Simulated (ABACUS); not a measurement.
# Zn in ABACUS: convergence with k mesh

The system is Zn.

```
Zn
1.0
     2.67000    0.00000    0.00000
    -1.33500    2.31229    0.00000
     0.00000    0.00000    4.96600
Zn
2
Direct
  0.66667 0.33333 0.75000
  0.33333 0.66667 0.25000
```

| Quantity | Value |
| --- | --- |
| Program | ABACUS 3.10.1 |
| Task | convergence study |
| Functional | PBEsol |
| Potentials or basis | PseudoDojo NC SR 0.4 PBEsol stringent |
| Cutoff | 1361 eV |
| Density cutoff | 5442 eV |
| Basis | TZDP LCAO (the cutoffs set its grid) |
| k mesh | 2 × 2 × 1 |
| Occupations | gaussian, width 0.1 eV |
| Spin | no spin polarisation |

These are the settings of the first run; the series varies k mesh, with any setting tied to it.

Hardware: 4 MPI ranks on Intel(R) Xeon(R) Platinum 8488C (Sapphire Rapids), with other jobs on the host.

```
     k mesh  energy less the tightest run, at zero smearing (meV/atom)  pressure (GPa)  SCF cycles  CPU time (s)
  2 × 2 × 1                                                     735.89           -0.70           8            56
  4 × 4 × 2                                                    -140.58           -7.13           8            56
  6 × 6 × 4                                                      23.57           -3.96           8            57
  7 × 7 × 4                                                     -33.04           -5.65           8            63
  8 × 8 × 5                                                      29.35           -5.22           8            83
10 × 10 × 6                                                     -10.15           -5.42           8            62
12 × 12 × 7                                                       3.44           -5.28           8            76
15 × 15 × 9                                                       0.00           -5.44           8            80
```

Not settled before the last step: the energy (to 1 meV/atom), the pressure (to 0.1 GPa). Meshes of other sizes hit other points, so gaps and Fermi surfaces needn't settle smoothly. The tightest run that finished is the yardstick and may itself not be fully converged.

Caveat, for the tightest run too: the atomic orbitals were generated for these runs and aren't a published set; the basis of atomic orbitals isn't converged, which shifts pressures, moduli and gaps.
